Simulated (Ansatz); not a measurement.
# C: one atom moved over a plane

This session takes C and sets out to map the energy of atom 1 (C) over a plane.

Method: DFT LDA, scalar-relativistic, plane waves, PAW, in Ansatz 0.2.0.

## Step 1: The structure to begin with

The structure is cubic, space group Fd-3m (No. 227). Conventional cell: a = 3.567 Å, b = 3.567 Å, c = 3.567 Å, α = 90.00°, β = 90.00°, γ = 90.00°. C (site symmetry -43m) is surrounded by 4 C at 1.54 Å.

Coordinates:

```
CELL_PARAMETERS angstrom
0.00000 1.78340 1.78340
1.78340 0.00000 1.78340
1.78340 1.78340 0.00000
ATOMIC_POSITIONS crystal
C 0.50000 0.50000 0.50000
C 0.75000 0.75000 0.75000
```

The cell is taken as given, not relaxed at this level.

## Step 2: The reference cell

Reference values: F = -485.9714 eV; pressure -13.11 GPa; largest force 0.000 eV/Å; gap on the mesh 4.13 eV. It was computed beforehand with the settings of the runs below.

## Step 3: Setting up one atom moved over a plane

Atom 1 (C) is moved by p along (1.000, 0.000, 0.000) and q along (0.000, 1.000, 0.000) (Å), all else fixed; its images in the other cells move with it. Points alike by symmetry are run once.

## Step 4: At p = -0.450, q = -0.450

File input.yaml:

```yaml
crystal:
  lattice:
    - [0.0, 1.7834, 1.7834]
    - [1.7834, 0.0, 1.7834]
    - [1.7834, 1.7834, 0.0]
  atoms:
    - { symbol: C, position: [0.5, 0.5, 0.2476729842] }
    - { symbol: C, position: [0.75, 0.75, 0.75] }
basis:
  ecutwfc: 420
kpoints:
  mp_grid: { grid: [12, 12, 12] }
hamiltonian:
  xc: lda
scf:
  occupations: { method: cold, width: 0.4 }
output:
  forces: true
  stress: true
  eigenvalues: true
```

On the command line:

```sh
> ansatz run input.yaml --threads 1 --pin off --max-ram 2560MiB --backend cpu --events-out ev --progress --plain --runs-dir out
```

The log of the run:

```text
Warning: RAYON_NUM_THREADS=1 ignored (pool sized by the plan → 1); use --threads N
Engine: ansatz 0.2.0, x86_64-unknown-linux-gnu
Pseudopotentials: kind: paw
Pseudopotential: C, paw, valence charge 4, recommended cutoff 420 eV (normal), C.paw.azcp
Functional definition: SPW92
  exchange = slater_x
  correlation = pw_c
Crystal: 2 atoms, lattice volume = 11.344 Å³
Basis set: ecut = 420 eV, 229 PW (Γ)
Bands: 8, of which v1, the nominal top of the filled ones, is band 4 counted from 1 (3 counted from 0)
Symmetry: 4 space group operations
Space group: C2/m (ITA 12), of the structure as read, at distance tolerance 2.2e-5 Å
k-points: 476 of 1728
Non-local potential: C, projectors of the file, l = 0: 2, l = 1: 2, l = 2: 1
PAW form: soft (Blöchl's): semilocal exchange-correlation on the pseudo side does not see the compensation charge
PAW frozen core: C, regenerated for the run's functional, and the local potential with it (the file was generated under x = pbe(κ = 0.804, μ = 0.2195149727645171), c = pbe(β = 0.06672455060314922))
PAW one-centre angular grid: C, 110 points (default); XC on 64 Gauss nodes
Initial density: superposition of atomic densities (neutral atoms: chi_scale 0, normalization atom), corrected by the library's trained network
Initial wavefunctions: pseudopotential atomic-orbital guess
Functional: x = slater, c = lda
SCF iter   1: F=—  HF=-480.046233 eV  |F-HF|=—  |Δ(HF+E_count)|=         —  Δρ=2.65e-2  dr2=5.09e-2  ethr=1.77e-3  ⟨swp⟩=5.3  Hψ=25163  notcnv=0
preconditioner: auto → none  [metal: Δε(μ)=0.015 eV  Ē_g=19.461 eV  σ=0.400 eV  W_gap=0.03  n_scr=0 (ndim 8)  ℏωp=31.2 eV  f_vac=0.000  D(μ)=0.08/eV (n_scr^D=0)]
SCF iter   2: F=—  HF=-480.025277 eV  |F-HF|=—  |Δ(HF+E_count)|=   2.10e-2  S|Δr|=    0.00e0  Δρ=9.97e-3  dr2=4.93e-3  ethr=6.36e-4  ⟨swp⟩=1.0  Hψ=7616  notcnv=0
SCF iter   3: F=—  HF=-480.023299 eV  |F-HF|=—  |Δ(HF+E_count)|=   1.98e-3  S|Δr|=    0.00e0  Δρ=1.91e-3  dr2=1.02e-4  ethr=6.16e-5  ⟨swp⟩=2.1  Hψ=5254  notcnv=0
SCF iter   4: F=—  HF=-480.023270 eV  |F-HF|=—  |Δ(HF+E_count)|=   2.84e-5  S|Δr|=    0.00e0  Δρ=6.29e-5  dr2=1.57e-7  ethr=1.28e-6  ⟨swp⟩=1.2  Hψ=4037  notcnv=0
SCF iter   5: F=—  HF=-480.023270 eV  |F-HF|=—  |Δ(HF+E_count)|=   1.69e-8  S|Δr|=    0.00e0  Δρ=1.66e-5  dr2=7.37e-9  ethr=1.25e-9  ⟨swp⟩=6.0  Hψ=19730  notcnv=0
SCF iter   6: F=-480.023270 eV  HF=-480.023270 eV  |F-HF|=4.19e-11  |Δ(HF+E_count)|=  6.47e-10  S|Δr|=    0.00e0  Δρ=1.72e-6  dr2=1.04e-10  ethr=9.21e-11  ⟨swp⟩=1.9  Hψ=11449  notcnv=0
SCF 1 converged in 6 iterations: F = -480.023270 eV  dr2 = 1.04e-10
SCF converged after 6 iterations
Stability not checked: this state was not tested for a lower state beside it, because cold or Methfessel-Paxton smearing, or corrected tetrahedra, fill the levels in a way that the test cannot read (fill_not_monotonic; see scf.lower_state_search)
Free energy (F): -480.023270 eV
Harris-Foulkes:  -480.023270 eV  (|F-HF|=4.19e-11)
Internal energy: -480.025835 eV  (E = F + TS)
E sigma→0 (E₀):  -480.024125 eV
Entropy (-TS):   0.002565 eV (1.283 meV/atom)
Fermi energy:    13.443564 eV
--- Per-component energies (eV) ---
  E_band       = 28.851925
  E_kinetic    = 194.413161
  E_local      = -158.238112  (includes V_loc(G=0)·N_el)
  E_nonlocal   = 62.526313
  E_hartree    = 34.614221
  E_xc         = -97.961350
  E_vxc        = -121.893151  (∫ρ·V_xc dr)
  E_paw        = -185.393966  (= ΣΔE_a)
  E_vpaw       = -17.184777  (= ΣTr[D̂ρ^β])
  E_aug_tail   = 0.000020  (compensation charges beyond the density's cutoff)
  E_ewald      = -330.111787
  E_core_change = 0.125665  (= ΣΔE_core)
  E_smearing   = 0.002565  (= −TS)
  E_closure    = -0.000000  (closes the sum)
  Σ components = -480.023270   (vs F -480.023270, Δ=0.00e0)
--- Forces (eV/Å), atoms counted from 1 ---
  atom   1  C     12.61494998    12.61494998   -23.44964390
  atom   2  C    -12.61494998   -12.61494998    23.44964390
  max |Σ_I F_I| component: 3.55e-15 eV/Å
--- Stress (GPa, compression-positive) ---
       95.647783     106.142508     -44.147336
      106.142508      95.647783     -44.147336
      -44.147337     -44.147337     223.007967
  P = ⅓ Tr σ = 138.1012 GPa (1381.012 kbar)
--- Band table (eV; the first three rows and the last of 476) ---
  k-point 0: bands = ["-8.6432", "6.0602", "12.3937", "14.5597", "15.7633", "22.1059", "22.5147", "29.4939"]
  k-point 1: bands = ["-8.4694", "5.7386", "12.3473", "13.1094", "17.5510", "21.3678", "22.6018", "29.2253"]
  k-point 2: bands = ["-7.9531", "4.8044", "11.5346", "12.2327", "19.9507", "20.1162", "22.6879", "28.9088"]
  k-point 475: bands = ["-3.8367", "0.8419", "5.8318", "13.5637", "14.6189", "19.8823", "25.4843", "27.3401"]
```

Wall time 4.8 s (1 thread of AMD EPYC 7R43 (Zen 3), shared host); peak memory 0.37 GiB.

## Step 5: At p = -0.450, q = 0.000

Changes to input.yaml since step 4:

```diff
@@ -6,3 +6,3 @@
   atoms:
-    - { symbol: C, position: [0.5, 0.5, 0.2476729842] }
+    - { symbol: C, position: [0.6261635079, 0.3738364921, 0.3738364921] }
     - { symbol: C, position: [0.75, 0.75, 0.75] }
```

On the command line:

```sh
> ansatz run input.yaml --threads 1 --pin off --max-ram 2560MiB --backend cpu --events-out ev --progress --plain --runs-dir out
```

The log of the run:

```text
[... 26 lines left out ...]
SCF 1 converged in 5 iterations: F = -483.151937 eV  dr2 = 2.25e-9
SCF converged after 5 iterations
Stability not checked: this state was not tested for a lower state beside it, because cold or Methfessel-Paxton smearing, or corrected tetrahedra, fill the levels in a way that the test cannot read (fill_not_monotonic; see scf.lower_state_search)
Free energy (F): -483.151937 eV
Harris-Foulkes:  -483.151937 eV  (|F-HF|=3.09e-10)
Internal energy: -483.147097 eV  (E = F + TS)
E sigma→0 (E₀):  -483.150324 eV
Entropy (-TS):   -0.004839 eV (-2.420 meV/atom)
Fermi energy:    14.889213 eV
--- Per-component energies (eV) ---
  E_band       = 31.164453
  E_kinetic    = 188.089308
  E_local      = -136.289157  (includes V_loc(G=0)·N_el)
  E_nonlocal   = 58.051452
  E_hartree    = 28.864784
  E_xc         = -97.078460
  E_vxc        = -120.811465  (∫ρ·V_xc dr)
  E_paw        = -184.026601  (= ΣΔE_a)
  E_vpaw       = -15.605092  (= ΣTr[D̂ρ^β])
  E_aug_tail   = 0.000020  (compensation charges beyond the density's cutoff)
  E_ewald      = -340.884107
  E_core_change = 0.125665  (= ΣΔE_core)
  E_smearing   = -0.004839  (= −TS)
  E_closure    = 0.000000  (closes the sum)
  Σ components = -483.151937   (vs F -483.151937, Δ=0.00e0)
--- Forces (eV/Å), atoms counted from 1 ---
  atom   1  C      8.53610626     0.00000000    -0.00000000
  atom   2  C     -8.53610626    -0.00000000     0.00000000
  max |Σ_I F_I| component: 2.78e-17 eV/Å
--- Stress (GPa, compression-positive) ---
       46.286485       0.000000      -0.000000
        0.000000      47.854404       1.258484
       -0.000000       1.258484      47.854404
  P = ⅓ Tr σ = 47.3318 GPa (473.318 kbar)
--- Band table (eV; the first three rows and the last of 280) ---
  k-point 0: bands = ["-8.5133", "6.6377", "13.8096", "15.6610", "15.8459", "19.6041", "25.6833", "25.9709"]
  k-point 1: bands = ["-8.3295", "6.2996", "13.7115", "14.5690", "16.4067", "19.5566", "26.0500", "26.4410"]
  k-point 2: bands = ["-7.7806", "5.3224", "12.8968", "13.4878", "17.0152", "19.3023", "26.4921", "27.8907"]
  k-point 279: bands = ["-0.0665", "-0.0665", "5.7913", "5.7913", "18.9240", "18.9240", "29.7058", "29.7058"]
```

Wall time 2.3 s (1 thread of AMD EPYC 7R43 (Zen 3), shared host); peak memory 0.33 GiB.

## Step 6: p = -0.450, q = -0.225

Changes to input.yaml since step 5:

```diff
@@ -6,3 +6,3 @@
   atoms:
-    - { symbol: C, position: [0.6261635079, 0.3738364921, 0.3738364921] }
+    - { symbol: C, position: [0.563081754, 0.436918246, 0.3107547381] }
     - { symbol: C, position: [0.75, 0.75, 0.75] }
```

On the command line:

```sh
> ansatz run input.yaml --threads 1 --pin off --max-ram 2560MiB --backend cpu --events-out ev --progress --plain --runs-dir out
```

The log of the run:

```text
[... 26 lines left out ...]
SCF 1 converged in 5 iterations: F = -482.319801 eV  dr2 = 4.47e-9
SCF converged after 5 iterations
Stability not checked: this state was not tested for a lower state beside it, because cold or Methfessel-Paxton smearing, or corrected tetrahedra, fill the levels in a way that the test cannot read (fill_not_monotonic; see scf.lower_state_search)
Free energy (F): -482.319801 eV
Harris-Foulkes:  -482.319801 eV  (|F-HF|=1.69e-10)
Internal energy: -482.318909 eV  (E = F + TS)
E sigma→0 (E₀):  -482.319504 eV
Entropy (-TS):   -0.000892 eV (-0.446 meV/atom)
Fermi energy:    14.023246 eV
--- Per-component energies (eV) ---
  E_band       = 30.427564
  E_kinetic    = 189.916553
  E_local      = -142.603369  (includes V_loc(G=0)·N_el)
  E_nonlocal   = 59.295191
  E_hartree    = 30.494570
  E_xc         = -97.345031
  E_vxc        = -121.138959  (∫ρ·V_xc dr)
  E_paw        = -184.397037  (= ΣΔE_a)
  E_vpaw       = -16.030920  (= ΣTr[D̂ρ^β])
  E_aug_tail   = 0.000017  (compensation charges beyond the density's cutoff)
  E_ewald      = -337.805469
  E_core_change = 0.125665  (= ΣΔE_core)
  E_smearing   = -0.000892  (= −TS)
  E_closure    = 0.000000  (closes the sum)
  Σ components = -482.319801   (vs F -482.319801, Δ=0.00e0)
--- Forces (eV/Å), atoms counted from 1 ---
  atom   1  C      8.86123271     7.28023066   -11.06305675
  atom   2  C     -8.86123271    -7.28023066    11.06305675
  max |Σ_I F_I| component: 0.00e0 eV/Å
--- Stress (GPa, compression-positive) ---
       65.490342      70.308890      -4.766413
       70.308905      70.690648     -12.746725
       -4.766431     -12.746727      82.908664
  P = ⅓ Tr σ = 73.0299 GPa (730.299 kbar)
--- Band table (eV; the first three rows and the last of 868) ---
  k-point 0: bands = ["-8.5661", "6.5507", "13.3084", "15.3323", "15.5898", "20.6161", "23.9909", "27.6252"]
  k-point 1: bands = ["-8.3863", "6.1936", "13.1950", "13.7207", "17.2561", "20.3968", "24.0988", "27.5771"]
  k-point 2: bands = ["-7.8503", "5.1681", "12.1115", "12.9600", "18.7111", "20.1117", "24.4465", "27.7055"]
  k-point 867: bands = ["-3.5542", "0.9031", "5.8846", "14.0001", "14.7844", "21.0533", "25.6145", "26.4851"]
```

It took 6.3 s on 1 thread of AMD EPYC 7R43 (Zen 3), shared host; peak memory 0.42 GiB.

## Step 7: Point p = -0.225, q = 0.000

Changes to input.yaml since step 6:

```diff
@@ -6,3 +6,3 @@
   atoms:
-    - { symbol: C, position: [0.563081754, 0.436918246, 0.3107547381] }
+    - { symbol: C, position: [0.563081754, 0.436918246, 0.436918246] }
     - { symbol: C, position: [0.75, 0.75, 0.75] }
```

On the command line:

```sh
> ansatz run input.yaml --threads 1 --pin off --max-ram 2560MiB --backend cpu --events-out ev --progress --plain --runs-dir out
```

The log of the run:

```text
Warning: RAYON_NUM_THREADS=1 ignored (pool sized by the plan → 1); use --threads N
[... 6 set-up lines as earlier in the session ...]
Crystal: 2 atoms, lattice volume = 11.344 Å³
Basis set: ecut = 420 eV, 229 PW (Γ)
Bands: 8, of which v1, the nominal top of the filled ones, is band 4 counted from 1 (3 counted from 0)
Symmetry: 8 space group operations
Space group: Imma (ITA 74), of the structure as read, at distance tolerance 2.2e-5 Å
k-points: 280 of 1728
[... 7 set-up lines as earlier in the session ...]
SCF iter   1: F=—  HF=-485.103895 eV  |F-HF|=—  |Δ(HF+E_count)|=         —  Δρ=7.64e-3  dr2=2.59e-3  ethr=1.77e-3  ⟨swp⟩=5.1  Hψ=14709  notcnv=0
preconditioner: auto → none  [insulator: Δε(μ)=0.467 eV  Ē_g=19.533 eV  σ=0.400 eV  W_gap=0.63  n_scr=0 (ndim 8)  ℏωp=31.2 eV  f_vac=0.000  D(μ)=0.01/eV (n_scr^D=0)  ε∞_Penn≈3.5]
SCF iter   2: F=—  HF=-485.102783 eV  |F-HF|=—  |Δ(HF+E_count)|=   1.11e-3  S|Δr|=    0.00e0  Δρ=3.49e-3  dr2=4.83e-4  ethr=3.24e-5  ⟨swp⟩=1.0  Hψ=4480  notcnv=0
SCF iter   3: F=—  HF=-485.102554 eV  |F-HF|=—  |Δ(HF+E_count)|=   2.29e-4  S|Δr|=    0.00e0  Δρ=2.41e-4  dr2=3.35e-6  ethr=6.03e-6  ⟨swp⟩=2.0  Hψ=2966  notcnv=0
SCF iter   4: F=—  HF=-485.102553 eV  |F-HF|=—  |Δ(HF+E_count)|=   1.25e-6  S|Δr|=    0.00e0  Δρ=3.25e-5  dr2=6.83e-8  ethr=1.25e-9  ⟨swp⟩=4.1  Hψ=11692  notcnv=0
SCF iter   5: F=-485.102553 eV  HF=-485.102553 eV  |F-HF|=1.64e-10  |Δ(HF+E_count)|=   3.07e-8  S|Δr|=    0.00e0  Δρ=6.13e-6  dr2=1.17e-9  ethr=8.54e-10  ⟨swp⟩=2.0  Hψ=7972  notcnv=0
SCF 1 converged in 5 iterations: F = -485.102553 eV  dr2 = 1.17e-9
SCF converged after 5 iterations
Stability not checked: this state was not tested for a lower state beside it, because cold or Methfessel-Paxton smearing, or corrected tetrahedra, fill the levels in a way that the test cannot read (fill_not_monotonic; see scf.lower_state_search)
Free energy (F): -485.102553 eV
Harris-Foulkes:  -485.102553 eV  (|F-HF|=1.64e-10)
Internal energy: -485.102063 eV  (E = F + TS)
E sigma→0 (E₀):  -485.102389 eV
Entropy (-TS):   -0.000490 eV (-0.245 meV/atom)
Fermi energy:    16.008561 eV
Step filling:    the computed levels leave a gap of 0.4541 eV = 1.1 smearing widths at the electron count; against every level under it full and every level over it empty, smearing changes F+E_penalty+E_count by -0.052 meV and its σ→0 estimate by +0.111 meV
--- Per-component energies (eV) ---
  E_band       = 32.619549
  E_kinetic    = 185.472813
  E_local      = -127.671391  (includes V_loc(G=0)·N_el)
  E_nonlocal   = 56.121291
  E_hartree    = 27.171823
  E_xc         = -96.762263
  E_vxc        = -120.435906  (∫ρ·V_xc dr)
  E_paw        = -183.657459  (= ΣΔE_a)
  E_vpaw       = -15.210751  (= ΣTr[D̂ρ^β])
  E_aug_tail   = 0.000016  (compensation charges beyond the density's cutoff)
  E_ewald      = -345.902557
  E_core_change = 0.125665  (= ΣΔE_core)
  E_smearing   = -0.000490  (= −TS)
  E_closure    = 0.000000  (closes the sum)
  Σ components = -485.102553   (vs F -485.102553, Δ=0.00e0)
--- Forces (eV/Å), atoms counted from 1 ---
  atom   1  C      7.22386260    -0.00000000    -0.00000000
  atom   2  C     -7.22386260     0.00000000     0.00000000
  max |Σ_I F_I| component: 6.94e-18 eV/Å
--- Stress (GPa, compression-positive) ---
       -1.788982       0.000000      -0.000000
        0.000000       7.003500      -7.534130
       -0.000000      -7.534130       7.003500
  P = ⅓ Tr σ = 4.0727 GPa (40.727 kbar)
--- Band table (eV; the first three rows and the last of 280) ---
  k-point 0: bands = ["-8.3507", "9.6557", "13.7424", "15.8598", "16.4377", "17.7424", "21.9357", "26.3646"]
  k-point 1: bands = ["-8.1617", "9.0900", "13.0855", "14.9183", "17.3903", "18.1372", "22.4890", "26.5634"]
  k-point 2: bands = ["-7.5966", "7.5428", "11.8058", "13.8868", "18.3794", "18.9986", "23.6329", "27.1468"]
  k-point 279: bands = ["0.7661", "0.7661", "5.1125", "5.1125", "21.1702", "21.1702", "28.0379", "28.0379"]
```

Run time: 2.9 s. Hardware: 1 thread of AMD EPYC 7R43 (Zen 3), shared host; peak memory 0.33 GiB.

## Step 8: At p = -0.225, q = -0.225

Changes to input.yaml since step 7:

```diff
@@ -6,3 +6,3 @@
   atoms:
-    - { symbol: C, position: [0.563081754, 0.436918246, 0.436918246] }
+    - { symbol: C, position: [0.5, 0.5, 0.3738364921] }
     - { symbol: C, position: [0.75, 0.75, 0.75] }
```

On the command line:

```sh
> ansatz run input.yaml --threads 1 --pin off --max-ram 2560MiB --backend cpu --events-out ev --progress --plain --runs-dir out
```

The log of the run:

```text
Warning: RAYON_NUM_THREADS=1 ignored (pool sized by the plan → 1); use --threads N
[... 6 set-up lines as earlier in the session ...]
Crystal: 2 atoms, lattice volume = 11.344 Å³
Basis set: ecut = 420 eV, 229 PW (Γ)
Bands: 8, of which v1, the nominal top of the filled ones, is band 4 counted from 1 (3 counted from 0)
[... 2 set-up lines as earlier in the session ...]
k-points: 476 of 1728
[... 7 set-up lines as earlier in the session ...]
SCF iter   1: F=—  HF=-484.240560 eV  |F-HF|=—  |Δ(HF+E_count)|=         —  Δρ=8.82e-3  dr2=3.64e-3  ethr=1.77e-3  ⟨swp⟩=5.0  Hψ=25101  notcnv=0
preconditioner: auto → none  [metal: Δε(μ)=0.045 eV  Ē_g=19.528 eV  σ=0.400 eV  W_gap=0.08  n_scr=0 (ndim 8)  ℏωp=31.2 eV  f_vac=0.000  D(μ)=0.09/eV (n_scr^D=0)]
SCF iter   2: F=—  HF=-484.239094 eV  |F-HF|=—  |Δ(HF+E_count)|=   1.47e-3  S|Δr|=    0.00e0  Δρ=4.03e-3  dr2=6.44e-4  ethr=4.56e-5  ⟨swp⟩=1.0  Hψ=7616  notcnv=0
SCF iter   3: F=—  HF=-484.238800 eV  |F-HF|=—  |Δ(HF+E_count)|=   2.94e-4  S|Δr|=    0.00e0  Δρ=3.50e-4  dr2=6.09e-6  ethr=8.06e-6  ⟨swp⟩=1.6  Hψ=4425  notcnv=0
SCF iter   4: F=—  HF=-484.238797 eV  |F-HF|=—  |Δ(HF+E_count)|=   2.44e-6  S|Δr|=    0.00e0  Δρ=4.74e-5  dr2=1.56e-7  ethr=7.61e-8  ⟨swp⟩=2.5  Hψ=5796  notcnv=0
SCF iter   5: F=-484.238797 eV  HF=-484.238797 eV  |F-HF|=6.94e-11  |Δ(HF+E_count)|=   7.26e-8  S|Δr|=    0.00e0  Δρ=7.70e-6  dr2=1.53e-9  ethr=1.25e-9  ⟨swp⟩=5.0  Hψ=18478  notcnv=0
SCF 1 converged in 5 iterations: F = -484.238797 eV  dr2 = 1.53e-9
SCF converged after 5 iterations
Stability not checked: this state was not tested for a lower state beside it, because cold or Methfessel-Paxton smearing, or corrected tetrahedra, fill the levels in a way that the test cannot read (fill_not_monotonic; see scf.lower_state_search)
Free energy (F): -484.238797 eV
Harris-Foulkes:  -484.238797 eV  (|F-HF|=6.94e-11)
Internal energy: -484.237963 eV  (E = F + TS)
E sigma→0 (E₀):  -484.238519 eV
Entropy (-TS):   -0.000834 eV (-0.417 meV/atom)
Fermi energy:    15.104191 eV
--- Per-component energies (eV) ---
  E_band       = 31.936580
  E_kinetic    = 186.681138
  E_local      = -131.743749  (includes V_loc(G=0)·N_el)
  E_nonlocal   = 57.011735
  E_hartree    = 28.011438
  E_xc         = -96.911000
  E_vxc        = -120.613353  (∫ρ·V_xc dr)
  E_paw        = -183.849813  (= ΣΔE_a)
  E_vpaw       = -15.422001  (= ΣTr[D̂ρ^β])
  E_aug_tail   = 0.000020  (compensation charges beyond the density's cutoff)
  E_ewald      = -343.563397
  E_core_change = 0.125665  (= ΣΔE_core)
  E_smearing   = -0.000834  (= −TS)
  E_closure    = 0.000000  (closes the sum)
  Σ components = -484.238797   (vs F -484.238797, Δ=0.00e0)
--- Forces (eV/Å), atoms counted from 1 ---
  atom   1  C      7.08049151     7.08049151    -6.10697184
  atom   2  C     -7.08049151    -7.08049151     6.10697184
  max |Σ_I F_I| component: 8.88e-16 eV/Å
--- Stress (GPa, compression-positive) ---
       21.299939      39.027621      -7.211352
       39.027621      21.299939      -7.211352
       -7.211353      -7.211353      28.847313
  P = ⅓ Tr σ = 23.8157 GPa (238.157 kbar)
--- Band table (eV; the first three rows and the last of 476) ---
  k-point 0: bands = ["-8.4353", "8.6572", "13.7951", "14.8117", "17.2548", "18.0254", "22.7998", "26.4705"]
  k-point 1: bands = ["-8.2501", "8.1164", "13.0388", "14.4355", "18.2714", "18.2821", "22.8796", "26.6324"]
  k-point 2: bands = ["-7.6967", "6.6550", "11.8018", "13.6443", "18.7254", "20.2823", "23.0278", "27.0812"]
  k-point 475: bands = ["-3.2207", "0.7930", "7.6305", "11.9565", "17.3415", "20.9238", "24.7632", "26.1483"]
```

It took 3.4 s on 1 thread of AMD EPYC 7R43 (Zen 3), shared host; peak memory 0.36 GiB.

## Step 9: All points together

Energy above the undisturbed cell in eV/cell; points alike by symmetry are filled in, and a dash was not computed:

```csv
p \ q,-0.450,-0.225,0.000,0.225,0.450
-0.450,5.948,3.652,2.820,3.652,5.948
-0.225,3.652,1.733,0.869,1.733,3.652
0.000,2.820,0.869,0.000,0.869,2.820
0.225,3.652,1.733,0.869,1.733,3.652
0.450,5.948,3.652,2.820,3.652,5.948
```

Pressure in GPa:

```
 p \ q  -0.450  -0.225  0.000  0.225  0.450
-0.450   138.1    73.0   47.3   73.0  138.1
-0.225    73.0    23.8    4.1   23.8   73.0
 0.000    47.3     4.1  -13.1    4.1   47.3
 0.225    73.0    23.8    4.1   23.8   73.0
 0.450   138.1    73.0   47.3   73.0  138.1
```

Gap on the mesh in eV:

```csv
p \ q,-0.450,-0.225,0.000,0.225,0.450
-0.450,0.00,0.00,0.00,0.00,0.00
-0.225,0.00,0.00,0.45,0.00,0.00
0.000,0.00,0.45,4.13,0.45,0.00
0.225,0.00,0.00,0.45,0.00,0.00
0.450,0.00,0.00,0.00,0.00,0.00
```

Where the gap reads zero, the mesh chosen for the insulator is on the coarse side.

## Step 10: Results

```
                         quantity                                       value
                    highest point  5.948 eV/cell at (p, q) = (-0.450, -0.450)
lowest point away from the origin            0.869 eV/cell at (-0.225, 0.000)
```

In words: Cutoff, mesh or smearing here differ from converged choices, so read the numbers with care. No computed point lies below the origin. Read as harmonic, the points at ±0.225 Å give force constants of 34.33 eV/Å² along p and 34.33 eV/Å² along q, so the site is nearly isotropic in this plane. The gap on the mesh runs from 0.00 to 4.13 eV over the map. Where forces pass 15 eV/Å atoms stand far too close, the PAW spheres overlap strongly and those numbers are rough.

These are semilocal Kohn-Sham gaps, which aren't the measured quantity. Such gaps usually fall short of the measured ones.
